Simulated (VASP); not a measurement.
A run of VASP 6.6.1 is set up as follows.

INCAR

```
SYSTEM = N
ALGO = Fast ; EDIFF = 1E-7
ENCUT = 550 ; GGA = CA
ISIF = 2 ; ISMEAR = 0
LASPH = .True. ; LCHARG = .False.
LREAL = .False. ; LWAVE = .False.
NBANDS = 12 ; NELM = 100
PREC = Accurate ; SIGMA = 0.02
```

File KPOINTS:

```
k-points
0
Gamma
  12 12 11
  0 0 0
```

The input POSCAR:

```
N
2.5195
    0.999989596587      0.000000000000      0.000000000000
   -0.499994798293      0.866016394166      0.000000000000
    0.000000000000      0.000000000000      0.970828338956
N
2
Direct
    0.3333333333      0.6666666667      0.7500000000
    0.6666666667      0.3333333333      0.2500000000
```

Potentials or basis: VASP PAW LDA potentials, release 64 (N_GW).

Command:

```console
$ cat potpaw_LDA.64/N_GW/POTCAR > POTCAR
$ mpirun -np 1 vasp_std > vasp.out
```

(1) Predict the pressure.

(2) What does it give for the band gap on the k mesh?

Results:

(1) -7.0 GPa.

(2) none (metal or under the smearing width).
